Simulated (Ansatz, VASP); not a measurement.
**Ta2C in VASP and in Ansatz**

```
CELL_PARAMETERS angstrom
3.10590 0.00000 0.00000
-1.55295 2.68979 0.00000
0.00000 0.00000 4.94640
ATOMIC_POSITIONS crystal
Ta 0.33333 0.66667 0.25201
Ta 0.66667 0.33333 0.74799
C 0.00000 0.00000 0.00000
```

Alike in both runs: task relaxation of cell and atoms; functional BLYP; dispersion D3(BJ); k mesh 4 × 4 × 2; occupations fermi-dirac, width 0.01 eV; no spin polarisation.

|  | VASP | Ansatz |
| --- | --- | --- |
| version | VASP 6.6.1 | Ansatz 0.2.0 |
| potentials or method | VASP PAW PBE potentials, release 64 (Ta_pv, C) | plane waves, PAW |
| plane-wave cutoff (eV) | 600 | 420 |
| valence electrons in the cell | 26 | 30 |

Ansatz gave:

| Quantity | Value |
| --- | --- |
| relaxed volume (Å³/atom) | 13.55 |
| relaxed cell length with the largest relative difference (Å) | 4.927 |
| energy change over the relaxation (meV/atom) | -8 |

Q: What did VASP give for the same quantities?

A: Relaxed volume (Å³/atom): 13.63; relaxed cell length with the largest relative difference (Å): 4.936; energy change over the relaxation (meV/atom): -6.

The two sets of potentials don't hold the same shells in valence.

Caveats: the k mesh is coarse (spacing up to 0.64 Å⁻¹), so the values aren't converged; the PAW data sets were made with another functional, which shifts forces and pressure a little (VASP); pairwise dispersion overbinds metals, which lowers pressure and volume. The runs have no spin-orbit coupling, so splittings on Ta are missing.
